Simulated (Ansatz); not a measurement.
## Os under changes of volume

One of the cells (13.982 Å³/atom); the others are scaled copies at fixed shape and fractional positions:

```xyz
2
Lattice="2.7341 0.0000 0.0000 -1.3671 2.3678 0.0000 0.0000 0.0000 4.3197" Properties=species:S:1:pos:R:3 pbc="T T T"
Os    1.3671    0.7893    3.2398
Os    0.0000    1.5785    1.0799
```

* Program: Ansatz 0.2.0
* Functional: SVWN5
* Potentials or basis: Ansatz PAW
* Cutoff: 420 eV (not typed: the program's choice for these potentials)
* k mesh: 11 × 11 × 6
* Occupations: fermi-dirac, width 0.05 eV
* Spin: no spin polarisation

```csv
volume (Å³/atom),energy over the lowest point (meV/atom),pressure (GPa)
13.143,33.51,20.4
13.423,7.77,9.5
13.703,0.00,-0.2
13.982,8.21,-8.9
14.262,30.63,-16.5
14.542,?,?
14.821,111.91,-29.4
```

Task: What does the run at 14.542 Å³/atom give?

Result: Energy over the lowest point 65.67 meV/atom; pressure -23.3 GPa.

Worked out: A Birch-Murnaghan fit of order 3 (a polynomial in V^(-2/3)) to the other rows has its minimum at 13.69 Å³/atom with B0 = V·E''(V) = 449 GPa and B' = 4.7 at fixed shape and positions, which overstates the stiffness. It gives 65.73 meV/atom at 14.542 Å³/atom, against the run's 65.67, and -dE/dV = -23.4 GPa, against -23.3.

Energies are extrapolated to zero smearing.

Caveats: the PAW data sets come from PBE, with cores solved anew for the run's functional, which leaves a small shift of forces and pressure.
